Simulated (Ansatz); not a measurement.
**Ga as a host for H**

The calculation used Ansatz, DFT PBE, scalar-relativistic, plane waves, PAW.

Cutoff 420 eV; k points 14×14×10 on the computed 2-atom cell (Γ-centred); Gaussian smearing, width 0.10 eV; no spin polarisation for the host; each changed cell takes a mesh and smearing chosen by its own gap and starts from the host's moments or customary ones, or runs without spin. Cells and atoms are relaxed to the nearest stationary point that keeps the symmetry of their start (forces under 0.02 to 0.04 eV/Å, stress under 0.1 to 0.2 GPa); energies are at zero smearing, without zero-point or thermal terms.

Relaxed host (gap on the mesh 0 eV):

```xyz
2
Lattice="1.4136 -4.0728 -0.0224 1.4136 4.0728 -0.0224 -0.1740 0.0000 3.3345" Properties=species:S:1:pos:R:3 pbc="T T T"
Ga    1.3701   -2.9793    0.8112
Ga    1.2831    2.9793    2.4785
```

Cases: (1) 2 H in a 1×1×1 repeat of the cell, at (0.417 0.583 0.750), (0.583 0.417 0.250) in fractions of that repeat, 2.15 Å from the nearest atom of the relaxed host; (2) 2 H in a 1×1×1 repeat of the cell, at (0.778 0.222 0.750), (0.222 0.778 0.250) in fractions of that repeat, 1.82 Å from the nearest atom of the relaxed host.

Q: Give the energy per H taken from half an H2 molecule (negative: uptake is favourable), the swelling and the final surroundings.

A:
```
case formula energy per H (eV)  ΔV (%) principal strains (%) nearest host atoms of the first H  gap (eV)
   1      GaH               0.66   +24.8       +13.0 +11.8 -1.3                 1 (Ga) from 1.75 Å         0
   2      GaH               0.66   +28.5        +23.3 +8.1 -3.5                 4 (Ga) from 1.96 Å         0
```

Each ion keeps what symmetry its start has, so a lower place off a symmetric site can be missed, above all for H.

Relaxed structure of case 1, the lowest per ion:

```
CELL_PARAMETERS angstrom
1.40464 -4.60270 0.01550
1.40464 4.60270 0.01550
-0.07641 0.00000 3.70148
ATOMIC_POSITIONS crystal
Ga 0.88296 0.11704 0.25000
Ga 0.11704 0.88296 0.75000
H 0.30673 0.69327 0.75000
H 0.69327 0.30673 0.25000
```

In GaH a bond of the host changes by more than 0.6 Å or the volume by a third: the framework has rearranged or swollen or shrunk strongly, and the figure may no longer describe a topotactic step.

This form of Ga, the host, isn't the element's usual structure.

Cost: 3 runs of about 6.6 core-minutes in all, on Arm Neoverse V2 (shared hosts).